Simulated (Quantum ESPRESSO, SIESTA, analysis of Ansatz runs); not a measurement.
# S_F in LiF (Fm-3m): how far do the levels depend on the k-points? (SIESTA), part 2 of 3

We place the charge-transition levels of S_F in LiF (Fm-3m) with atom-centred orbitals, then repeat the energies at other levels of method to see what holds. Model: a cell of 54 host atoms with 1 F taken out and 1 S put in.

SIESTA 5.4.2; SIESTA numerical-orbital DFT, PBEsol, DZP basis, PseudoDojo 0.4.1 potentials converted to PSML; charged supercells in a uniform background, point-charge correction with alignment at far sites.

So far. Step 2 (Band edges): The gap at this level is 9.10 eV.

## (3) Relaxing each charge state

Level of this step: SIESTA numerical-orbital DFT, PBEsol, DZP basis, PseudoDojo 0.4.1 potentials converted to PSML; relaxation of all atoms of a defect supercell (SIESTA).

Each state starts from the atoms near the defect displaced at random, so that no symmetry of the ideal site is imposed. An odd electron count needs spin polarisation, and the total moment is held fixed to keep the state apart from its neighbours in spin. Charge 0 is shown in full.

File defect.fdf:

```
SystemName                      Li27SF26
SystemLabel                     defect
NumberOfSpecies                 3
NumberOfAtoms                   54
%block ChemicalSpeciesLabel
  1    3 Li
  2    9 F
  3   16 S
%endblock ChemicalSpeciesLabel
LatticeConstant                 1.0 Ang
%block LatticeVectors
     0.005415000     5.990970000     5.990970000
     5.990970000     0.005415000     5.990970000
     5.990970000     5.990970000     0.005415000
%endblock LatticeVectors
AtomicCoordinatesFormat         Fractional
%block AtomicCoordinatesAndAtomicSpecies
     0.000000000     0.000000000     0.000000000  1
     0.166666542     0.166666542     0.166666542  2
     0.003883867    -0.006723892     0.333107445  1
     0.166666542     0.166666542     0.499999875  2
    -0.003167646     0.000191538     0.673409688  1
     0.168523150     0.168226064     0.837004921  2
     0.002056346     0.332392223    -0.006212255  1
     0.166666542     0.499999875     0.166666542  2
     0.005440054     0.332697303     0.327173973  1
     0.165522011     0.497437573     0.507096990  2
     0.004169379     0.326586058     0.669287493  1
     0.165315064     0.507014153     0.829337822  2
     0.003673671     0.665911104    -0.006528985  1
     0.159760032     0.835382941     0.170838908  2
     0.003108026     0.660300192     0.337634217  1
     0.163588284     0.839542367     0.501330746  2
    -0.005624335     0.664296410     0.670164564  1
     0.169516188     0.829440711     0.838645158  2
     0.335014795     0.000343136     0.004672025  1
     0.499999875     0.166666542     0.166666542  2
     0.337835623     0.003832096     0.329282361  1
     0.496809516     0.163131723     0.499875144  2
     0.334957433    -0.001331082     0.672229949  1
     0.499305278     0.171004709     0.836185141  2
     0.326430224     0.333685557     0.003784501  1
     0.495722582     0.496390657     0.172526165  2
     0.340468425     0.330465636     0.330323348  1
     0.506223890     0.495335938     0.501225370  3
     0.336986425     0.333668329     0.669581684  1
     0.505036399     0.498135069     0.827511748  2
     0.332273791     0.660472480     0.002232257  1
     0.498157752     0.836363261     0.160761305  2
     0.337308986     0.659753418     0.335767936  1
     0.498014737     0.829315928     0.499031810  2
     0.335448912     0.672471991     0.662995027  1
     0.499999875     0.833333208     0.833333208  2
     0.667807596    -0.002634917    -0.004742936  1
     0.838311524     0.169166723     0.160606275  2
     0.662845984     0.005325791     0.336159728  1
     0.837352191     0.160457292     0.503611660  2
     0.673694657    -0.003929592     0.665376143  1
     0.831991494     0.173711857     0.831487374  2
     0.673691461     0.330074369    -0.000723777  1
     0.836128686     0.499245361     0.171084910  2
     0.665877734     0.328726969     0.331955550  1
     0.826651444     0.501840374     0.500190107  2
     0.665580933     0.333413327     0.661340991  1
     0.833333208     0.499999875     0.833333208  2
     0.662330982     0.662981228     0.002411148  1
     0.835995325     0.827292388     0.171556328  2
     0.662627656     0.666179166     0.330969916  1
     0.833333208     0.833333208     0.499999875  2
     0.672253032     0.663454827     0.661914507  1
     0.833333208     0.833333208     0.833333208  2
%endblock AtomicCoordinatesAndAtomicSpecies
%block kgrid.MonkhorstPack
    1   0   0  0.25
    0   1   0  0.25
    0   0   1  0.25
%endblock kgrid.MonkhorstPack
XC.Functional                   GGA
XC.Authors                      PBEsol
PAO.BasisSize                   DZP
PAO.EnergyShift                 0.005 Ry
Mesh.Cutoff                     300 Ry
%block PAO.PolarizationScheme
  Li non-perturbative
%endblock PAO.PolarizationScheme
Spin                            polarized
%block DM.InitSpin
    28   0.200
    29   0.200
    33   0.200
    35   0.200
    45   0.200
%endblock DM.InitSpin
Spin.Fix                        true
Spin.Total                      1.0
OccupationFunction              FD
ElectronicTemperature           0.01 eV
MaxSCFIterations                150
SCF.MustConverge                true
SCF.Mixer.Method                Pulay
SCF.Mixer.Weight                0.1
SCF.Mixer.History               10
SCF.DM.Tolerance                3.0e-4
SCF.H.Tolerance                 3.0e-3 eV
WriteForces                     true
Charge.Mulliken                 end
SaveRho                         true
SaveElectrostaticPotential      true
Charge.Hirshfeld                end
Charge.Voronoi                  end
MD.TypeOfRun                    Broyden
MD.Steps                        90
MD.MaxForceTol                  0.04 eV/Ang
MD.MaxDispl                     0.15 Ang
WriteCoorStep                   true
AtomCoorFormatOut               Fractional
```

On the command line:

```console
> OMP_NUM_THREADS=1 siesta defect.fdf > defect.out
```

Log:

```text
Version         : 5.4.2

                           ***********************
                           *  WELCOME TO SIESTA  *
                           ***********************

[...]
reinit: Reading from file defect.fdf

reinit: -----------------------------------------------------------------------
reinit: System Name: Li27SF26
reinit: -----------------------------------------------------------------------
reinit: System Label: defect
reinit: -----------------------------------------------------------------------

[...]
initatom: Reading input for the pseudopotentials and atomic orbitals ----------
Species number:   1 Atomic number:    3 Label: Li
Species number:   2 Atomic number:    9 Label: F
Species number:   3 Atomic number:   16 Label: S

[... pseudopotential checks and orbital generation ...]

prinput: Basis input

PAO.BasisType split

%block ChemicalSpeciesLabel
    1    3 Li                      # Species index, atomic number, species label
    2    9 F                       # Species index, atomic number, species label
    3   16 S                       # Species index, atomic number, species label
%endblock ChemicalSpeciesLabel

%block PAO.Basis                 # Define Basis set
# WARNING: This information might be incomplete!
Li                    3                    # Species label, number of l-shells
 n=1   0   1                         # n, l, Nzeta
   2.646
   1.000
 n=2   0   2                         # n, l, Nzeta
   9.893      7.239
   1.000      1.000
 n=2   1   1                         # n, l, Nzeta
   9.893
   1.000
F                     2                    # Species label, number of l-shells
 n=2   0   2                         # n, l, Nzeta
   3.462      2.100
   1.000      1.000
 n=2   1   2 P   1                   # n, l, Nzeta, Polarization, NzetaPol
   4.300      2.583
   1.000      1.000
S                     2                    # Species label, number of l-shells
 n=3   0   2                         # n, l, Nzeta
   4.781      3.173
   1.000      1.000
 n=3   1   2 P   1                   # n, l, Nzeta, Polarization, NzetaPol
   5.984      4.012
   1.000      1.000
%endblock PAO.Basis

prinput: ----------------------------------------------------------------------

coor:   Atomic-coordinates input format  =     Fractional

[...]
siesta: System type = bulk

initatomlists: Number of atoms, orbitals, and projectors:     54   513   572

[... echo of the settings ...]

siesta: k-grid: Number of k-points = 1
siesta: k-points from Monkhorst-Pack grid
siesta: k-cutoff (effective) =     4.232 Ang
siesta: k-point supercell and displacements
siesta: k-grid:     1     0     0      0.250
siesta: k-grid:     0     1     0      0.250
siesta: k-grid:     0     0     1      0.250

diag: Algorithm                                     = D&C
diag: Absolute tolerance                            =  0.100E-15
diag: Orthogonalization factor                      =  0.100E-05

superc: Internal auxiliary supercell:     5 x     5 x     5  =     125
superc: Number of atoms, orbitals, and projectors:   6750  64125  71500

                     ====================================
                        Begin Broyden opt. move =      0
                     ====================================

[...]
superc: Internal auxiliary supercell:     5 x     5 x     5  =     125
superc: Number of atoms, orbitals, and projectors:   6750  64125  71500

outcell: Unit cell vectors (Ang):
        0.005415    5.990970    5.990970
        5.990970    0.005415    5.990970
        5.990970    5.990970    0.005415

outcell: Cell vector modules (Ang)   :    8.472513    8.472513    8.472513
outcell: Cell angles (23,13,12) (deg):     59.9402     59.9402     59.9402
outcell: Cell volume (Ang**3)        :    429.4694
[...]
Initializing Density Matrix...

[...]
DM filled with atomic data (user-defined):

InitMesh: MESH = 80 x 80 x 80 = 512000
InitMesh: Mesh cutoff (required, used) =   300.000   369.281 Ry

[...]
iscf     Eharris(eV)        E_KS(eV)     FreeEng(eV)     dDmax     Ef_up Ef_dn(eV) dHmax(eV)
   scf:    1   -22887.441585   -23009.117992   -23009.119593  0.720818-12.560778-12.714279  3.764417
[...]
scf:    2   -23012.912068   -23011.094725   -23011.098933  0.034302-12.494144-12.567735  2.865076
[...]
scf:    3   -23014.209716   -23013.667287   -23013.679627  0.171272-11.935356-12.005783  1.149866
[...]
scf:    4   -23013.659352   -23013.663331   -23013.675502  0.001674-11.935460-12.006391  1.164677
[...]
scf:    5   -23013.611631   -23013.791233   -23013.794883  0.195118-11.776488-11.791408  0.914261
[...]
scf:    6   -23013.800084   -23013.795783   -23013.799393  0.004148-11.751176-11.760012  0.878352
[...]
scf:    7   -23013.845022   -23013.824569   -23013.830563  0.030495-11.697661-11.692756  0.458906
[...]
scf:    8   -23013.819005   -23013.836672   -23013.849321  0.055220-11.696706-11.677030  0.171506
[...]
scf:    9   -23013.818858   -23013.829016   -23013.842861  0.018426-11.707777-11.688004  0.276024
[...]
scf:   10   -23013.819822   -23013.824879   -23013.838912  0.011260-11.707589-11.688326  0.369808
[...]
spin moment: {S} , |S| = {        0.0        0.0    1.00000 }     1.00000

SCF Convergence by DM+H criterion
[...]
DM extrapolation coefficients:
1   1.00000
New DM after history re-use:

[...]
iscf     Eharris(eV)        E_KS(eV)     FreeEng(eV)     dDmax     Ef_up Ef_dn(eV) dHmax(eV)
   scf:    1   -23016.063438   -23016.032607   -23016.032607  0.173691-11.052360-10.933377  0.021356
[...]
scf:    2   -23016.032381   -23016.032563   -23016.032563  0.002655-11.050347-10.931814  0.043441
[...]
scf:    3   -23016.032678   -23016.032646   -23016.032647  0.001672-11.051070-10.932728  0.003479
[...]
scf:    4   -23016.032652   -23016.032649   -23016.032650  0.000241-11.049203-10.932631  0.002300
     spin moment: {S} , |S| = {        0.0        0.0    1.00000 }     1.00000

SCF Convergence by DM+H criterion
[...]
SCF cycle converged after 4 iterations

[...]
siesta: E_KS(eV) =           -23016.0326

siesta: Atomic forces (eV/Ang):
     1   -0.008487   -0.017293    0.003735
     2   -0.000131   -0.002807   -0.007607
     3    0.000122    0.000967   -0.001910
     4    0.007229   -0.013477   -0.006894
     5   -0.005225   -0.015204   -0.010648
     6   -0.002890   -0.014253    0.013416
     7   -0.001883    0.007255    0.004550
     8    0.002809   -0.000882    0.000914
     9    0.021976   -0.018795   -0.009146
    10   -0.012855    0.001632    0.007058
[...]
50   -0.001584    0.007519   -0.007504
    51    0.036199    0.002495   -0.005476
    52    0.001400    0.011205    0.011547
    53    0.014512    0.024197    0.015207
    54   -0.010583    0.008541    0.001677
   Tot   -0.003615    0.006538    0.004092
   Max    0.036199
   Res    0.011076    sqrt( Sum f_i^2 / 3N )
   Max    0.036199    constrained

Stress tensor Voigt[x,y,z,yz,xz,xy] (kbar):      -45.26      -46.78      -46.09        7.17       -6.40       -1.68
[...]
outcoor: Relaxed atomic coordinates (fractional):
    0.00087181   -0.00129656    0.00113669   1       1  Li
    0.16546678    0.16704075    0.16647146   2       2  F
    0.00123416   -0.00142561    0.33464095   1       3  Li
    0.16666936    0.16532058    0.50180401   2       4  F
    0.00066983   -0.00033435    0.66633442   1       5  Li
    0.16430447    0.16169395    0.83786909   2       6  F
    0.00030234    0.33353292    0.00013930   1       7  Li
    0.16551149    0.50037827    0.16614589   2       8  F
   -0.00095166    0.33268805    0.33472475   1       9  Li
    0.16091815    0.49845111    0.50112853   2      10  F
    0.00097675    0.33346810    0.66576528   1      11  Li
    0.16605425    0.49992265    0.83425913   2      12  F
    0.00050574    0.66574410    0.00004745   1      13  Li
    0.16407526    0.83507420    0.16446493   2      14  F
    0.00070257    0.66352125    0.33535097   1      15  Li
    0.16188317    0.83804240    0.50123653   2      16  F
    0.00118583    0.66594989    0.66605871   1      17  Li
    0.16421987    0.83622349    0.83730404   2      18  F
    0.33468220   -0.00094948    0.00121489   1      19  Li
    0.50235859    0.16524747    0.16614882   2      20  F
[...]
0.50156374    0.49891788    0.49989387   3      28  S
[...]
0.67659833    0.31014032    0.31879561   1      45  Li
    0.84107837    0.49891130    0.49968057   2      46  F
    0.67884875    0.31578235    0.68860197   1      47  Li
    0.83533206    0.49773347    0.83422245   2      48  F
    0.66461930    0.66558112    0.00158000   1      49  Li
    0.83720454    0.83639132    0.16303463   2      50  F
    0.67597087    0.69297280    0.31648911   1      51  Li
    0.83511977    0.83227772    0.49889826   2      52  F
    0.66711788    0.66482081    0.66591356   1      53  Li
    0.83542115    0.83196402    0.83398960   2      54  F

[...]
siesta: Final energy (eV):
siesta:  Band Struct. =   -7167.504390
siesta:       Kinetic =   15501.877893
siesta:       Hartree =    5905.468229
[...]
siesta:         Exch. =   -4851.986643
siesta:         Corr. =    -334.081644
[...]
siesta:   Exch.-corr. =   -5186.068287
siesta:  Ion-electron =  -28410.146787
siesta:       Ion-ion =  -10827.163698
[...]
siesta:         Total =  -23016.032649
siesta:      Fermi_up =     -11.049203
siesta:      Fermi_dn =     -10.932631

siesta: Stress tensor (static) (eV/Ang**3):
siesta:    -0.028246   -0.001046   -0.003994
siesta:    -0.001049   -0.029197    0.004480
siesta:    -0.003994    0.004478   -0.028768

siesta: Cell volume =        429.469393 Ang**3

siesta: Pressure (static):
siesta:                Solid            Molecule  Units
siesta:           0.00031299          0.00030897  Ry/Bohr**3
siesta:           0.02873699          0.02836839  eV/Ang**3
siesta:          46.04172787         45.45117606  kBar

[...]
mulliken: Qtot =      135.000

[...]
mulliken: Qtot =      134.000

Mulliken Atomic Populations:
Atom #   charge [q] valence [e]      Sz [e]  Species
     1     0.493117    2.506883   -0.000315  Li
     2    -0.500643    7.500643   -0.000047  F
     3     0.498134    2.501866    0.001291  Li
     4    -0.501625    7.501625    0.000155  F
     5     0.498151    2.501849    0.001317  Li
     6    -0.511001    7.511001    0.000256  F
     7     0.500809    2.499191    0.001436  Li
     8    -0.501096    7.501096    0.000210  F
     9     0.534473    2.465527   -0.014291  Li
    10    -0.479917    7.479917    0.014735  F
    11     0.502920    2.497080    0.002397  Li
    12    -0.465964    7.465964    0.040235  F
    13     0.500978    2.499022    0.001393  Li
    14    -0.510385    7.510385    0.000099  F
    15     0.502980    2.497020    0.002480  Li
    16    -0.475767    7.475767    0.023944  F
    17     0.534261    2.465739   -0.014097  Li
    18    -0.511444    7.511444    0.000383  F
    19     0.493342    2.506658    0.001382  Li
    20    -0.502030    7.502030    0.000015  F
[...]
28    -0.029575    6.029575    0.775290  S
[...]
45     0.346160    2.653840    0.021477  Li
    46    -0.479623    7.479623    0.015098  F
    47     0.342207    2.657793   -0.001613  Li
    48    -0.501057    7.501057    0.000216  F
    49     0.549122    2.450878   -0.003931  Li
    50    -0.511125    7.511125    0.000254  F
    51     0.345406    2.654594    0.015201  Li
    52    -0.501441    7.501441    0.000152  F
    53     0.532614    2.467386    0.001041  Li
    54    -0.500504    7.500504   -0.000051  F
 Total     0.000000                1.000000

[...]
Job completed
```

The job ended after 1.9 h (1 MPI rank of Intel Xeon Platinum 8259CL at 2.50GHz (Skylake/Cascade Lake), shared host; peak memory 1.2 GiB).

The steps and moves of this run count from the displaced start.

Step by step:

```csv
step,energy less that of the first step (eV),largest force (eV/Å)
0,0.0000,3.4885
1,-0.8696,2.0417
2,-1.8335,0.6733
3,-2.0744,0.3750
4,-2.1626,0.1105
5,-2.1659,0.1059
6,-2.1829,0.0584
7,-2.1851,0.0536
8,-2.1891,0.0452
```

The atoms that moved most (Å):

```csv
atom,dx,dy,dz,length
Li51,0.074,-0.007,0.240,0.252
Li47,0.058,0.243,-0.026,0.251
Li29,-0.082,0.008,-0.235,0.249
Li33,-0.011,-0.231,0.038,0.235
Li35,0.202,0.038,0.035,0.208
Li45,-0.190,-0.015,-0.047,0.196
F34,0.096,0.021,0.103,0.143
F30,0.105,0.066,-0.017,0.125
```

Neighbours of S28 at the end:

```csv
atom,distance (Å)
Li47,2.192
Li33,2.198
Li51,2.208
Li29,2.211
Li45,2.217
Li35,2.219
F44,2.826
F12,2.835
F40,2.866
F16,2.873
F46,2.876
F10,2.883
```

Energies on the run's own zero. States near gap, by row:

```
spin  k  band  energy (eV)  filled by count
  up  0   131       -14.15                1
  up  0   132       -14.14                1
  up  0   133       -12.05                1
  up  0   134       -11.49                1
  up  0   135       -11.35                1
  up  0   136       -4.543                0
  up  0   137       -3.586                0
  up  0   138       -3.323                0
  up  0   139       -3.223                0
down  0   130       -14.16                1
down  0   131       -14.14                1
down  0   132       -14.13                1
down  0   133       -11.19                1
down  0   134       -11.07                1
down  0   135        -10.8                0
down  0   136       -4.536                0
down  0   137       -3.562                0
down  0   138       -3.295                0
```

Spin density in the ac plane at fractional y = 0.500, through the centre, with atoms of F and S within 0.45 Å of it.

Values in e/Å³, 13 rows by 16 columns, each cell a mean:
```
0.00 0.01 0.01 0.00 0.00 0.00 0.00 0.00 0.00 0.00 0.00 0.00 0.00 0.00 0.00 0.00
0.00 0.02 0.06 0.01 0.00 0.00 0.00 0.00 0.00 0.00 0.00 0.00 0.00 0.00 0.00 0.00
0.00 0.00 0.02 0.11 0.01 0.00 0.00 0.00 0.00 0.00 0.00 0.00 0.00 0.00 0.00 0.00
0.00 0.00 0.00 0.01 0.00 0.01 0.01 0.00 0.00 0.00 0.00 0.00 0.00 0.00 0.00 0.00
0.00 0.00 0.00 0.00 0.01 0.06 0.12 0.06 0.00 0.00 0.00 0.00 0.00 0.00 0.00 0.00
0.00 0.00 0.01 0.01 0.01 0.08 0.28 0.22 0.01 0.02 0.01 0.00 0.01 0.01 0.00 0.00
0.00 0.01 0.02 0.03 0.00 0.02 0.11 0.10 0.07 0.22 0.08 0.01 0.01 0.04 0.02 0.00
0.00 0.00 0.00 0.00 0.00 0.00 0.00 0.00 0.09 0.28 0.15 0.03 0.00 0.00 0.00 0.00
0.00 0.00 0.00 0.00 0.00 0.00 0.00 0.00 0.01 0.06 0.06 0.02 0.00 0.00 0.00 0.00
0.00 0.00 0.00 0.00 0.00 0.00 0.00 0.00 0.00 0.00 0.01 0.00 0.02 0.01 0.00 0.00
0.00 0.00 0.00 0.00 0.00 0.00 0.00 0.00 0.00 0.00 0.00 0.00 0.06 0.07 0.01 0.00
0.00 0.00 0.00 0.00 0.00 0.00 0.00 0.00 0.00 0.00 0.00 0.00 0.00 0.03 0.05 0.01
0.00 0.00 0.00 0.00 0.00 0.00 0.00 0.00 0.00 0.00 0.00 0.00 0.00 0.00 0.00 0.00
```
Columns run along a (8.5 Å), rows up along c (8.5 Å). Atoms in or near the plane, at fractional coordinates: F at (0.17, 0.17), F at (0.16, 0.50), F at (0.17, 0.83), F at (0.50, 0.16), S at (0.50, 0.50), F at (0.50, 0.84), F at (0.83, 0.17), F at (0.84, 0.50), F at (0.84, 0.83).

Electrostatic potential energy in the ac plane at fractional y = 0.500, through the centre, with atoms of F and S within 0.45 Å of it. With pseudopotentials it is smooth inside the atoms' cores, unlike the true potential.

Values in eV, 13 rows by 16 columns, each cell a mean:
```
  -8  -10  -11   -8   -8   -8   -9  -13   -9   -8   -8   -8  -10  -10   -8   -8
  -8  -22  -74  -35   -9   -8  -12  -64  -67  -13   -8   -9  -36  -72  -21   -8
  -8  -11  -54  -61  -12   -7   -8  -27  -65  -21   -8   -8  -17  -72  -42   -9
  -8   -8   -8  -10   -8   -7   -8   -7   -8   -9   -8   -8   -8   -9  -11   -8
  -8   -8   -8   -7   -8   -9  -13  -14   -9   -7   -7   -8   -8   -8   -8   -8
  -8  -20  -44  -14   -7  -10  -28  -66  -49  -14   -7   -8  -23  -41  -13   -8
  -8  -19  -88  -63  -10   -8  -19  -78 -108  -47  -11   -7  -22  -98  -53   -9
  -8   -8  -13  -19   -9   -7   -8  -18  -42  -35  -14   -8   -7  -15  -19   -9
  -8   -8   -8   -8   -8   -8   -7   -7   -9  -10   -9   -8   -7   -7   -8   -8
  -8  -13  -18   -9   -8   -8   -9  -14   -9   -7   -7   -8  -15  -15   -9   -8
  -8  -21  -92  -55  -10   -8  -12  -67  -72  -13   -7   -8  -37  -97  -33   -8
  -8   -9  -30  -41  -12   -8   -8  -24  -59  -21   -8   -8  -11  -42  -32   -9
  -8   -8   -8   -8   -8   -8   -8   -8   -9   -9   -8   -8   -8   -8   -9   -8
```
Columns run along a (8.5 Å; values clipped at the 3rd and 97th percentile), rows up along c (8.5 Å). Atoms in or near the plane, at fractional coordinates: F at (0.17, 0.17), F at (0.16, 0.50), F at (0.17, 0.83), F at (0.50, 0.16), S at (0.50, 0.50), F at (0.50, 0.84), F at (0.83, 0.17), F at (0.84, 0.50), F at (0.84, 0.83).

[end of part 2 of 3]

[Logs are printed without paths, hosts, clocks, repeated set-up lines and the standing remarks that a program may print on its own settings, such as how far it seeks lower states.]

[Hosts, paths, dates, database ids (printed as entryN), source tags and the programs' standing remarks are cut or masked in the printed files.]

[For some hosts the program warned that the k-mesh of the response run may be too coarse for force constants and the static dielectric constant; such warnings are not shown here.]

[Charge tables in the logs are Mulliken or Hirshfeld populations, whose sizes and signs can differ; where basis functions stand at a vacancy, SIESTA counts their charge against the missing atom's valence.]

[In relaxation paths of CP2K, step 0 can be the structure after the first move, since the trajectory file begins there, and the last row can be the final structure solved once more.]
